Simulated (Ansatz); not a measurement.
Crystal: ZrC.

```
Zr C
1.0
     0.00000    2.36500    2.36500
     2.36500    0.00000    2.36500
     2.36500    2.36500    0.00000
Zr C
1 1
Direct
  0.50000 0.50000 0.50000
  0.00000 0.00000 0.00000
```

Base run:

- Program: Ansatz 0.2.0
- Functional: PBE
- Potentials or basis: all-electron LAPW, scalar-relativistic
- Cutoff: 254 eV (chosen from the basis error)
- Basis error allowed: 0.001 eV/atom
- k mesh: 10 × 10 × 10
- Occupations: gaussian, width 0.023 eV
- Spin: no spin polarisation

Its results: pressure -2.9 GPa.

Q: The run is repeated on the same cell with these changes: functional from PBE to revPBE; occupations from gaussian, width 0.023 eV to fermi-dirac, width 0.05 eV. What comes out?

A: Pressure -0.5 GPa.
